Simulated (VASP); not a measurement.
Runs of VASP 6.6.1 on Sb. The structure is cubic, space group Im-3m (No. 229). The conventional cell has a = 3.743 Å, b = 3.743 Å, c = 3.743 Å, α = 90.00°, β = 90.00°, γ = 90.00°. Around Sb (site symmetry m-3m) lie 8 Sb at 3.24 Å. This isn't the form of Sb at room conditions, which is rhombohedral.

```tsv
task	level	cell	k mesh	cutoff (eV)	grid for exact exchange (PRECFOCK)	exchange at q = 0	ions in elastic constants	mesh quality	gap on the mesh (eV)	pressure (GPa)	relaxed volume (Å³/atom)
relaxation of the atoms	r2SCAN	atoms relaxed from: cell strained at random at fixed volume	10 × 10 × 10	520	-	-	-	not flagged	none	2.3	-
relaxation of cell and atoms	r2SCAN+rVV10	relaxed	10 × 10 × 10	600	-	-	-	not flagged	none	0.0	26.89
relaxation of cell and atoms	r2SCANh	relaxed	5 × 5 × 5	600	Fast	truncated	-	coarse	none	0.0	26.42
relaxation of cell and atoms	r2SCAN	relaxed	10 × 10 × 10	600	-	-	-	not flagged	none	0.0	(a)
relaxation of cell and atoms	LAK	relaxed	10 × 10 × 10	600	-	-	-	not flagged	none	0.0	29.06
```

Alike in all rows: potentials or basis VASP PAW PBE potentials, release 64 (Sb); no spin polarisation; smearing gaussian 0.05 eV.

Task: Fill in the values left out.

Result: (a) 27.18.

Caveats: some runs use coarse meshes; the PAW data sets were made with another functional, which shifts forces and pressure a little; the relaxation stopped at its first step, so nothing moved (some runs).

A k mesh can miss the band edges, and the runs leave out spin-orbit coupling on Sb.

A gap of «none» marks a metal or a gap under the smearing width.
